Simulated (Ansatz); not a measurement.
# Au: pressure against volume scale

All results are calculated (Ansatz 0.2.0). Periodic Kohn-Sham DFT of a crystal at fixed atoms, scaled to volume_scale times the given cell; pressure positive in compression, energy less spherical unpolarised free atoms, largest_vzz the field gradient of largest size among the nuclei.

The cell before it is scaled or strained (space group Pm-3m, No. 221):
```
CELL_PARAMETERS angstrom
2.74780 0.00000 0.00000
0.00000 2.74780 0.00000
0.00000 0.00000 2.74780
ATOMIC_POSITIONS crystal
Au 0.00000 0.00000 0.00000
```

Settings of every row: method frozen-core PAW; functional PBE; relativity scalar; k mesh 12x12x12; filling fermi-dirac; smearing width 0.08 eV; wave cutoff 420 eV; paw set soft_2.

Atom start moment: 0 on all atoms.

Limits: no spin-orbit coupling on heavy atoms; the cell comes from a prototype or a list of computed structures and needn't be the stable phase.

| row | volume scale | V (Å³/atom) | pressure (GPa) |
| --- | --- | --- | --- |
| 1 | 0.9405 | 19.513 | 7.662 |
| 2 | 0.97 | 20.125 | ? |
| 3 | 1 | 20.748 | -0.004 |
| 4 | 1.03 | 21.369 | -2.844 |
| 5 | 1.06 | 21.992 | -5.174 |

Question: what pressure should row 2 give?

Worked fit of pressure. Take u = (V_r/V)^(2/3) − 1 with V_r = 21.059 Å³ an atom, which is twice the finite (Eulerian) strain; such expansions in the strain, on which the Birch-Murnaghan equation of state is built, carry the rest volume and the bulk modulus. The shown rows have u = 0.05215, 0.00997, -0.00969, -0.02849. Least squares give pressure = −1.5023 + 145.316 × u + 582.73 × u² GPa; a straight line predicts inner rows, each left out in turn, worse (root mean square 0.58 against 0.024 GPa). The rows lie off it by 0.001, -0.008, 0.012, -0.005 (root mean square 0.0076 GPa). The pressure vanishes at u = 0.0099, or V = 20.75 Å³ an atom, and there the bulk modulus at fixed shape and fractions is B = −V dP/dV = (2/3)(1 + u) dP/du = 106 GPa. The withheld row has u = 0.03071, so the fit gives −1.5023 + 145.316 × (0.03071) + 582.73 × (0.03071)² = 3.510 GPa.

The calculation gave 3.476 GPa. The fit lies 0.034 GPa (0.26 % of the column's range) above it; its largest miss of a shown row is 0.012 GPa.
